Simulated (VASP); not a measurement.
# Te in VASP: notebook

Runs on Te. Level: PBE+D3(BJ). Tasks: single point, relaxation of the atoms.

All numbers are computed with VASP 6.6.1; they aren't measurements. Logs are shortened: lines on timing, memory, paths and dates and some standing lists are left out, and cuts for length are marked.

## Step 1: The slab as given

The cell holds a slab with vacuum, 6 atoms: a = 4.311 Å, b = 5.974 Å, c = 20.864 Å, α = 90.00°, β = 90.00°, γ = 90.00°.

The slab is cut from a database's or a generator's crystal, which needn't be the stable form of the element.

## Step 2: Single point, PBE+D3(BJ)

The input, INCAR:

```
SYSTEM = Te
  PREC = Accurate
  ENCUT = 520
  EDIFF = 1E-6
  ISMEAR = 0
  SIGMA = 0.03
  LREAL = .False.
  LASPH = .True.
  NELM = 80
  ALGO = Normal
  ISIF = 2
  LWAVE = .False.
  LCHARG = .False.
  LDIPOL = .True.
  IDIPOL = 3
  DIPOL = 0.5 0.5 0.500
  GGA = PE
  IVDW = 12
  LVHAR = .True.
  LVACPOTAV = .True.
  ICORELEVEL = 1
  KPAR = 2
```

The input, KPOINTS:

```
regular mesh
0
Gamma
  6 5 1
  0 0 0
```

The input, POSCAR:

```
Te
1.0
    4.3110268400      0.0000000000      0.0000000000
    0.0000000000      5.9737350000      0.0000000000
    0.0000000000      0.0000000000     20.8638381300
Te
6
Direct
    0.6426544400      0.0000000000      0.3594736500
    0.2146909200      0.3333330000      0.4105279900
    0.6426544000      0.6666670000      0.4615823300
    0.1426543700      0.0000000000      0.5384176700
    0.7146908400      0.3333330000      0.5894720100
    0.1426543200      0.6666670000      0.6405263500
```

Potentials or basis: VASP PAW PBE potentials, release 64 (Te).

On the command line:

```
$ cat potpaw_PBE.64/Te/POTCAR > POTCAR
$ mpirun -np 2 vasp_std > vasp.out
```

OUTCAR:

```text
SYSTEM = Te
   PREC = Accurate
   ENCUT = 520
   EDIFF = 1E-6
   ISMEAR = 0
   LREAL = .False.
   LASPH = .True.
   NELM = 80
   ISIF = 2
   GGA = PE
   IVDW = 12
 IVDW          = 12

 ion  position               nearest neighbor table
   1  0.643  0.000  0.359-   2 2.92   3 2.92   2 3.34
   2  0.215  0.333  0.411-   1 2.92   3 2.92   1 3.34   4 3.34   3 3.34
   3  0.643  0.667  0.462-   1 2.92   2 2.92   4 3.34   4 3.34   2 3.34   5 3.34
   4  0.143  0.000  0.538-   5 2.92   6 2.92   5 3.34   3 3.34   3 3.34   2 3.34
   5  0.715  0.333  0.589-   4 2.92   6 2.92   4 3.34   6 3.34   3 3.34
   6  0.143  0.667  0.641-   4 2.92   5 2.92   5 3.34

  LATTYP: Found a simple orthorhombic cell.
 ALAT       =     4.3110268400
 B/A-ratio  =     1.3856872670
 C/A-ratio  =     4.8396446843

  Lattice vectors:

 A1 = (   4.3110268400,   0.0000000000,   0.0000000000)
 A2 = (   0.0000000000,   5.9737350000,   0.0000000000)
 A3 = (   0.0000000000,   0.0000000000,  20.8638381300)

Analysis of symmetry for initial positions (statically):
=====================================================================
 Subroutine PRICEL returns:
 Original cell was already a primitive cell.

 Routine SETGRP: Setting up the symmetry group for a
 simple orthorhombic supercell.

 Subroutine GETGRP returns: Found  2 space group operations
 (whereof  1 operations were pure point group operations)
 out of a pool of  8 trial point group operations.

The static configuration has the point symmetry C_1 .
 The point group associated with its full space group is C_2 .

Analysis of symmetry for dynamics (positions and initial velocities):
=====================================================================
 Subroutine PRICEL returns:
 Original cell was already a primitive cell.

 Routine SETGRP: Setting up the symmetry group for a
 simple orthorhombic supercell.

 Subroutine GETGRP returns: Found  2 space group operations
 (whereof  1 operations were pure point group operations)
 out of a pool of  8 trial point group operations.

The dynamic configuration has the point symmetry C_1 .
 The point group associated with its full space group is C_2 .

 Subroutine INISYM returns: Found  2 space group operations
 (whereof  1 operations are pure point group operations),
 and found     1 'primitive' translations

----------------------------------------------------------------------------------------

                                     Primitive cell
[... 111 lines left out ...]
   GGA     = PE    functional components
   LHFCALC =     F    Hartree Fock is set to
   AEXX    =    0.0000 exact exchange contribution
   IVDW    =    12    specifies the selected vdW correction
   LEPSILON=     F    determine dielectric tensor
   LRPA    =     F    only Hartree local field effects (RPA)
 non-spin polarized calculation
 Gauss-broadening in eV      SIGMA  =   0.03
  energy-cutoff  :      520.00
  volume of cell :      537.31
 maximum number of plane-waves:     14504
   NGX = 17   NGY = 23   NGZ = 77

 number of electron      36.0000000 magnetization

 dipolmoment           0.000000      0.000000      0.000000 electrons x Angstroem

 Free energy of the ion-electron system (eV)
  ---------------------------------------------------
  ext. energy  EPLUGINS =         0.00000000
  ---------------------------------------------------
  free energy    TOTEN  =       -18.51768879 eV

  energy without entropy =      -18.51768879  energy(sigma->0) =      -18.51768879

 the core state eigenenergies are
   1-  1s -31617.0305  2s  -4844.5742  2p  -4347.9755  3s   -960.7444  3p   -799.4028
       3d   -555.6569  4s   -160.1752  4p   -110.2061  4d    -37.5030
   2-  1s -31617.3605  2s  -4844.8901  2p  -4348.2931  3s   -961.0593  3p   -799.7178
       3d   -555.9710  4s   -160.4929  4p   -110.5248  4d    -37.8253
   3-  1s -31617.4575  2s  -4844.9885  2p  -4348.3911  3s   -961.1624  3p   -799.8209
       3d   -556.0736  4s   -160.6040  4p   -110.6368  4d    -37.9400
   4-  1s -31617.4576  2s  -4844.9885  2p  -4348.3912  3s   -961.1625  3p   -799.8210
       3d   -556.0736  4s   -160.6040  4p   -110.6368  4d    -37.9400
   5-  1s -31617.3605  2s  -4844.8901  2p  -4348.2931  3s   -961.0593  3p   -799.7178
       3d   -555.9710  4s   -160.4929  4p   -110.5248  4d    -37.8253
   6-  1s -31617.0304  2s  -4844.5741  2p  -4347.9754  3s   -960.7444  3p   -799.4028
       3d   -555.6568  4s   -160.1752  4p   -110.2061  4d    -37.5029

 E-fermi :  -0.7948     XC(G=0):  -4.0365

 val. band max:       -0.9376642385   @ k =   0.1667   0.2000   0.0000
 cond. band min:      -0.0653525801   @ k =   0.0000   0.2000   0.0000
 fundamental gap:      0.8723116583
 Fermi energy:        -0.7947540612

 k-point     1 :       0.0000    0.0000    0.0000
  band No.  band energies     occupation
      1     -13.9946      2.00000
      2     -13.2063      2.00000
      3     -11.3471      2.00000
      4     -10.9903      2.00000
      5     -10.7234      2.00000
      6     -10.5443      2.00000
[... 289 lines left out ...]
     21       0.8966      0.00000
     22       0.8966      0.00000

------------------------ aborting loop because EDIFF is reached ----------------------------------------

 Edisp (eV)   -1.86910

 E8    (eV) :    -0.8934

  FORCE on cell =-STRESS in cart. coord.  units (eV):
  Direction    XX          YY          ZZ          XY          YZ          ZX
  --------------------------------------------------------------------------------------
  -------------------------------------------------------------------------------------
  Total      -1.29890    -3.35258    -1.79625     0.00000     1.26169     0.00000
  in kB      -3.87316    -9.99697    -5.35619     0.00000     3.76222     0.00000
  external pressure =       -6.41 kB  Pullay stress =        0.00 kB

 VOLUME and BASIS-vectors are now :
 -----------------------------------------------------------------------------
  energy-cutoff  :      520.00
  volume of cell :      537.31
      direct lattice vectors                 reciprocal lattice vectors
     4.311026840  0.000000000  0.000000000     0.231963297  0.000000000  0.000000000
     0.000000000  5.973735000  0.000000000     0.000000000  0.167399458  0.000000000
     0.000000000  0.000000000 20.863838130     0.000000000  0.000000000  0.047929820

 POSITION                                       TOTAL-FORCE (eV/Angst)
 -----------------------------------------------------------------------------------
      2.77050      0.00000      7.50000        -0.146390     -0.138956      0.459779
      0.92554      1.99124      8.56519         0.005036     -0.088923     -0.096530
      2.77050      3.98249      9.63038         0.141353     -0.071760     -0.351328
      0.61499      0.00000     11.23346         0.141353      0.071760      0.351328
      3.08105      1.99124     12.29865         0.005036      0.088923      0.096530
      0.61499      3.98249     13.36384        -0.146390      0.138956     -0.459779
 -----------------------------------------------------------------------------------
    total drift:                                0.000170      0.001886     -0.000089

  FREE ENERGIE OF THE ION-ELECTRON SYSTEM (eV)
  ---------------------------------------------------
  free  energy   TOTEN  =       -20.3867845717 eV

  energy  without entropy=      -20.3867845717  energy(sigma->0) =      -20.38678457

 vacuum level on the upper side and lower side of the slab         3.956         3.956
```

stdout:

```text
POSCAR found type information on POSCAR Te
 POSCAR found :  1 types and       6 ions
 scaLAPACK will be used
 LDA part: xc-table for (Slater+PW92), standard interpolation
 POSCAR, INCAR and KPOINTS ok, starting setup
 FFT: planning ... GRIDC
 FFT: planning ... GRID_SOFT
 FFT: planning ... GRID
 WAVECAR not read
 entering main loop
 -----------------------------------------------------------------------------
|                                                                             |
|           W    W    AA    RRRRR   N    N  II  N    N   GGGG   !!!           |
|           W    W   A  A   R    R  NN   N  II  NN   N  G    G  !!!           |
|           W    W  A    A  R    R  N N  N  II  N N  N  G       !!!           |
|           W WW W  AAAAAA  RRRRR   N  N N  II  N  N N  G  GGG   !            |
|           WW  WW  A    A  R   R   N   NN  II  N   NN  G    G                |
|           W    W  A    A  R    R  N    N  II  N    N   GGGG   !!!           |
|                                                                             |
|     Did not find any points to average over, which means that no vacuum     |
|     field-free region was found. Please increase the size of  your cell     |
|     in the dimension of the dipole correction to obtain accurate            |
|     workfunction values.                                                    |
|                                                                             |
 -----------------------------------------------------------------------------
```

Wall time 2.1 min (2 MPI ranks of Intel Xeon Platinum 8488C (Sapphire Rapids), shared host); peak memory 0.54 GiB.

What came out:

- Free energy: -20.3868 eV
- Largest force: 0.502 eV/Å
- Band gap on the k mesh: 0.87 eV, indirect (least direct gap 0.97 eV)
- Dispersion energy per atom: -0.312 eV
- Ionisation potential of the upper face: 4.89 eV

Forces on the atoms (eV/Å):
```
Te  -0.146 -0.139  0.460
Te   0.005 -0.089 -0.097
Te   0.141 -0.072 -0.351
Te   0.141  0.072  0.351
Te   0.005  0.089  0.097
Te  -0.146  0.139 -0.460
```

Core levels (eV, on the scale of the bands):
| atom | levels |
| --- | --- |
| 1 Te | 1s -31617.0, 2s -4844.6, 2p -4348.0, 3s -960.7, 3p -799.4, 3d -555.7, 4s -160.2, 4p -110.2, 4d -37.5 |
| 2 Te | 1s -31617.4, 2s -4844.9, 2p -4348.3, 3s -961.1, 3p -799.7, 3d -556.0, 4s -160.5, 4p -110.5, 4d -37.8 |
| 3 Te | 1s -31617.5, 2s -4845.0, 2p -4348.4, 3s -961.2, 3p -799.8, 3d -556.1, 4s -160.6, 4p -110.6, 4d -37.9 |
| 4 Te | 1s -31617.5, 2s -4845.0, 2p -4348.4, 3s -961.2, 3p -799.8, 3d -556.1, 4s -160.6, 4p -110.6, 4d -37.9 |
| 5 Te | 1s -31617.4, 2s -4844.9, 2p -4348.3, 3s -961.1, 3p -799.7, 3d -556.0, 4s -160.5, 4p -110.5, 4d -37.8 |
| 6 Te | 1s -31617.0, 2s -4844.6, 2p -4348.0, 3s -960.7, 3p -799.4, 3d -555.7, 4s -160.2, 4p -110.2, 4d -37.5 |

Caveat: spin-orbit coupling is left out, which moves the levels of the heavy elements.

## Step 3: Relaxation of the atoms, PBE+D3(BJ)

The input, INCAR:

```
SYSTEM = Te
PREC = Accurate ; ENCUT = 520
EDIFF = 1E-6 ; ISMEAR = 0
SIGMA = 0.03 ; LREAL = .FALSE.
LASPH = .TRUE. ; NELM = 80
ALGO = Normal ; ISIF = 2
LWAVE = .FALSE. ; LCHARG = .FALSE.
LDIPOL = .TRUE. ; IDIPOL = 3
DIPOL = 0.5 0.5 0.500 ; GGA = PE
IVDW = 12 ; IBRION = 2
NSW = 80 ; EDIFFG = -0.02
KPAR = 2
```

The input, KPOINTS:

```
Automatic mesh
0
G
  6 5 1
  0 0 0
```

POSCAR is that of step 2.

Potentials or basis: VASP PAW PBE potentials, release 64 (Te).

On the command line:

```
$ cat potpaw_PBE.64/Te/POTCAR > POTCAR
$ mpirun -np 2 vasp_std > vasp.out
```

Wall time 7.6 min (2 MPI ranks of Intel Xeon Platinum 8488C (Sapphire Rapids), shared host); peak memory 0.63 GiB.

Results (log left out):

| Property | Result |
| --- | --- |
| Free energy | -20.4562 eV |
| Energy gained by relaxing | 11.6 meV/atom |
| Ionic steps | 10 |
| Largest force after relaxing | 0.020 eV/Å |
| Band gap on the k mesh | 0.93 eV, indirect (least direct gap 1.04 eV) |
| Dispersion energy per atom | -0.313 eV |

Forces on the atoms (eV/Å):
```
Te   0.005 -0.007 -0.003
Te   0.011 -0.015  0.003
Te  -0.016 -0.012  0.002
Te  -0.016  0.012 -0.002
Te   0.011  0.015 -0.003
Te   0.005  0.007  0.003
```

Step by step:
```csv
step,energy change (eV),largest force (eV/Å),pressure (GPa)
1,0.0000,0.5021,-0.64
2,-0.0345,0.3539,-0.53
3,-0.0652,0.1071,-0.27
4,-0.0653,0.1123,-0.26
5,-0.0670,0.0699,-0.27
6,-0.0677,0.0691,-0.31
7,-0.0681,0.0482,-0.29
8,-0.0688,0.0316,-0.31
9,-0.0692,0.0257,-0.33
10,-0.0694,0.0198,-0.33
```

Final structure:
```yaml
crystal:
  lattice:
    - [4.31103, 0.00000, 0.00000]
    - [0.00000, 5.97373, 0.00000]
    - [0.00000, 0.00000, 20.86384]
  atoms:
    - { symbol: Te, position: [0.63720, 0.99364, 0.36289] }
    - { symbol: Te, position: [0.21209, 0.33014, 0.40927] }
    - { symbol: Te, position: [0.65070, 0.66061, 0.45948] }
    - { symbol: Te, position: [0.15070, 0.00605, 0.54052] }
    - { symbol: Te, position: [0.71209, 0.33652, 0.59073] }
    - { symbol: Te, position: [0.13720, 0.67302, 0.63711] }
```

Levels at points of the mesh, in eV from the valence-band top:
```tsv
k point	band 16	band 17	band 18	band 19	band 20	band 21
(0.00, 0.00, 0.00)	-0.36	-0.18	-0.17	1.11	1.14	1.18
(0.50, 0.00, 0.00)	-1.53	-0.96	-0.96	1.57	1.57	2.06
```

Caveat: spin-orbit coupling is left out, which moves the levels of the heavy elements. Expect the measured gap to be larger: semilocal functionals such as PBE lack the derivative discontinuity.

[end of part 1 of 2]
